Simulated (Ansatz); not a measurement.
A series in volume per atom on LiCl

Results calculated with Ansatz 0.2.0, not measured. Density functional energy, stress (positive in compression), forces and moments (in spheres) of a cell at fixed atoms, energy at zero smearing over the elements' standard states in the same functional; plane waves with PAW datasets, Gamma-centred k mesh.

Cell of the first row (space group Fm-3m, No. 225):
```
cell vectors (Å)
   0.0000     2.4667     2.4667
   2.4667     0.0000     2.4667
   2.4667     2.4667     0.0000
atoms (fractions of the cell vectors)
Li  0.00000  0.00000  0.00000
Cl  0.50000  0.50000  0.50000
```

Settings of every row: functional PBE; dispersion none; spin none; wave cutoff 420 eV; k mesh 8x8x8; occupations gaussian; smearing width 0.02 eV.

| row | volume per atom (Å³) | energy over elements (eV/atom) | pressure (GPa) |
| --- | --- | --- | --- |
| 1 | 15.01 | -1.8204 | 5.42 |
| 2 | 15.521 | -1.835 | 3.73 |
| 3 | 16.033 | -1.8446 | 2.3 |
| 4 | 16.545 | -1.8499 | 1.08 |
| 5 | 17.568 | ? | ? |
| 6 | 18.08 | -1.8464 | -1.6 |
| 7 | 18.762 | -1.8377 | -2.44 |

Question: what energy over elements and pressure should row 5 give?

Worked fit of energy over elements. Take u = (V_r/V)^(2/3) − 1 with V_r = 16.289 Å³ an atom, which is twice the finite (Eulerian) strain; such expansions in the strain, on which the Birch-Murnaghan equation of state is built, carry the rest volume and the bulk modulus. The shown rows have u = 0.05603, 0.03272, 0.01062, -0.01034, -0.06718, -0.08993. Least squares give energy over elements = −1.84775 + 0.2539 × u + 4.134 × u² + 0.78 × u³ eV/atom; a parabola predicts inner rows, each left out in turn, worse (root mean square 9.6e-05 against 5.7e-05 eV/atom). All shown rows lie on it to the printed digit. Its lowest point lies at u = -0.0310, or V = 17.08 Å³ an atom, and the curvature there gives the bulk modulus at fixed shape and fractions, B = (4/9)(1 + u)² E″(u)/V = 31.8 GPa. The withheld row has u = -0.04914, so the fit gives −1.84775 + 0.2539 × (-0.04914) + 4.134 × (-0.04914)² + 0.78 × (-0.04914)³ = -1.8503 eV/atom.

The calculation gave -1.8503 eV/atom. The fit meets it to the printed digit.

Worked fit of pressure. Take u = (V_r/V)^(2/3) − 1 with V_r = 16.289 Å³ an atom, which is twice the finite (Eulerian) strain; such expansions in the strain, on which the Birch-Murnaghan equation of state is built, carry the rest volume and the bulk modulus. The shown rows have u = 0.05603, 0.03272, 0.01062, -0.01034, -0.06718, -0.08993. Least squares give pressure = 1.664 + 58.1 × u + 151.2 × u² + 141 × u³ GPa; a parabola predicts inner rows, each left out in turn, worse (root mean square 0.016 against 0.003 GPa). All shown rows lie on it to the printed digit. The pressure vanishes at u = -0.0311, or V = 17.08 Å³ an atom, and there the bulk modulus at fixed shape and fractions is B = −V dP/dV = (2/3)(1 + u) dP/du = 31.7 GPa. The withheld row has u = -0.04914, so the fit gives 1.664 + 58.1 × (-0.04914) + 151.2 × (-0.04914)² + 141 × (-0.04914)³ = -0.84 GPa.

The calculation gave -0.85 GPa. The fit lies 0.01 GPa (1.2 % of the value, 0.13 % of the column's range) above it, one unit of the last digit.
